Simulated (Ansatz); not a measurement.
Ligand exchange: C3H8O + NaSH → C3H8S + NaOH

Species: C3H8O (1-propanol) `CCCO`, singlet; NaSH `[Na][SH]`, singlet; C3H8S `CCCS`, singlet; NaOH `[OH][Na]`, singlet. The partners trade OH for SH: C–OH and Na–SH bonds give way to C–SH and Na–OH.

Shapes, held fixed at every level: PBE0-D4/def2-TZVP. Flexible molecules stand in one conformer, not always the lowest. Programs: Ansatz 0.2.0. Electronic energies: no zero-point or thermal term.

(1) Estimate ΔE of this reaction.

## Answers

(1) The highest level, CCSD(T)/def2-TZVPP, gives ΔE = +40.5 kJ/mol; the levels span +28.9 to +42.3. The column of differences is taken from that level and isn't an error. No measured value is set beside it here. Correlated rows may include outer-core shells of Na, which these sets cover unevenly. Times are processor times on shared x86 and Arm servers, and rough.

| level | kind | ΔE (kJ/mol) | less CCSD(T)/def2-TZVPP | CPU time (sum over the molecules) |
| --- | --- | --- | --- | --- |
| PBE-D4/def2-TZVPP | GGA | +40.9 | +0.4 | 23 s |
| r2SCAN-D4/def2-TZVPP | meta-GGA | +40.8 | +0.3 | 42 s |
| B3LYP-D4/def2-TZVPP | global hybrid | +40.5 | 0.0 | 38 s |
| wB97M-V/def2-TZVPP | range-separated hybrid | +42.3 | +1.8 | 93 s |
| B2PLYP/def2-TZVPP | double hybrid | +40.2 | -0.3 | 47 s |
| MP2/def2-TZVPP | perturbation theory | +28.9 | -11.6 | – |
| CCSD(T)/def2-TZVPP | coupled cluster or CI | +40.5 | 0.0 | 13 min |
